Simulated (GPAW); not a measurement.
Ag:

```xyz
2
Lattice="2.9300 0.0000 0.0000 -1.4650 2.5375 0.0000 0.0000 0.0000 4.7900" Properties=species:S:1:pos:R:3 pbc="T T T"
Ag    1.4650    0.8458    3.5925
Ag    0.0000    1.6916    1.1975
```

This isn't the form of Ag at room conditions, which is fcc.

* Program: GPAW 26.7.0
* Task: single point
* Functional: PBEsol
* Potentials or basis: PAW data sets generated in the run's folder for this functional
* Cutoff: 600 eV
* Basis: pw
* k mesh: 10 × 10 × 6
* Occupations: fermi-dirac, width 0.05 eV
* Spin: no spin polarisation

On this cell: pressure -6.1 GPa; largest force under 0.003 eV/Å; band gap on the k mesh none (metal or under the smearing width).

The same run follows on a disturbed copy (atoms moved at random, drawn with an rms of 0.05 Å):

```xyz
2
Lattice="2.9300 0.0000 0.0000 -1.4650 2.5375 0.0000 0.0000 0.0000 4.7900" Properties=species:S:1:pos:R:3 pbc="T T T"
Ag    1.4937    0.8883    3.5776
Ag    0.0046    1.7069    1.2002
```

Task: What changes?

Result: The energy (extrapolated to zero smearing) moves by +0.6 meV/atom; pressure -6.0 GPa; largest force 0.083 eV/Å; band gap on the k mesh none (metal or under the smearing width).

Forces on the atoms (eV/Å):
```
Ag  -0.020 -0.020  0.078
Ag   0.020  0.020 -0.078
```

Stress tensor (GPa, compression positive):
```
-5.72  0.13 -0.02
 0.13 -6.00 -0.02
-0.02 -0.02 -6.42
```
